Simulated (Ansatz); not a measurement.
# Levels of theory for KBr (NiAs type)

All numbers come from the plane-wave code Ansatz. No magnetic order and no zero-point or thermal motion; the cell was built from a prototype and may be hypothetical.

KBr (NiAs type), relaxed with r2SCAN. Space group P6_3/mmc (No. 194), hexagonal; a = 4.559 Å, c = 8.020 Å in the conventional setting, 36.09 Å³ an atom. K has 6 Br at 3.31 Å; Br has 6 K at 3.31 Å.

```yaml
crystal:
  lattice:
    - [4.55930, 0.00000, 0.00000]
    - [-2.27965, 3.94847, 0.00000]
    - [0.00000, 0.00000, 8.02007]
  atoms:
    - { symbol: K, position: [0.00000, 0.00000, 0.00000] }
    - { symbol: K, position: [0.00000, 0.00000, 0.50000] }
    - { symbol: Br, position: [0.33333, 0.66667, 0.25000] }
    - { symbol: Br, position: [0.66667, 0.33333, 0.75000] }
```

Band edges at fixed r2SCAN geometry:
```csv
level,k mesh,gap (eV),kind,edges,least direct gap (eV),rough cost
LDA,6×6×4,3.95,direct,Γ,3.95,10 core-seconds
PBE,6×6×4,4.35,direct,Γ,4.35,23 core-seconds
PBE+SOC,6×6×4,4.19,direct,Γ,4.19,70 core-seconds
r2SCAN,6×6×4,4.99,direct,Γ,4.99,24 core-seconds
HSE06,6×6×2,5.52,direct,Γ,5.52,7 core-minutes
DDH-PBE0,6×6×2,7.32,direct,Γ,7.32,10 core-minutes
PBE0,6×6×2,6.23,direct,Γ,6.23,8 core-minutes
"G0W0@PBE (430 empty bands, 120 eV, 6×6×2)",6×6×2,6.84,–,Γ (mesh),–,28 core-minutes
```
PBE: smearing of 0.02 eV; the others have fixed occupations.
Wave cutoffs: 420 eV, 500 eV (r2SCAN).
The G0W0 gap is PBE's gap over the path plus the quasiparticle shift read on the mesh. G0W0 here is at a finite number of bands, screening cutoff and k mesh, not at the basis limit.
Costs come from shared machines and give only the order; PBE's includes the band path. The runs had 2 threads of Intel(R) Xeon(R) Processor @ 2.50GHz (Skylake/Cascade Lake), on a shared host.

With HSE06 the gap is 5.52 eV and direct, at Γ. Spin-orbit coupling changes the PBE gap by -0.16 eV, to 4.19 eV.

r2SCAN covers 55 % of the step from PBE to HSE06, while HSE06 needs about 18 times r2SCAN's rough cost (on a coarser mesh). For gaps to 0.1 eV, spin-orbit coupling (up to 0.16 eV here) has to be included. Among these functionals the gap stays direct.

r2SCAN (ground state on 6×6×4): ε∞: 2.44 along x and y, 2.46 along z. Born charges, averaged over directions: K +1.11, Br -1.11 e. PBE (ground state on 6×6×4): ε∞: 2.54 along x and y, 2.57 along z. Born charges, averaged over directions: K +1.13, Br -1.13 e.

On the PBEsol cell (a = 4.519 Å, c = 7.967 Å), with PBEsol: The zone-centre optical frequencies run from 65 to 155 cm⁻¹, none imaginary (the rest of the zone wasn't tested). With the long-range field the highest mode reaches 164 cm⁻¹. The clamped-ion dielectric constant comes out as 2.61 along x and y, 2.63 along z. With the ions relaxed, ε⁰ is 5.4 along all three axes, to this precision. Born charges, averaged over directions: K +1.13, Br -1.13 e.

Only the levels marked +SOC include spin-orbit coupling.

The meshes of the hybrids are coarse, so their gaps aren't converged to the digits shown.
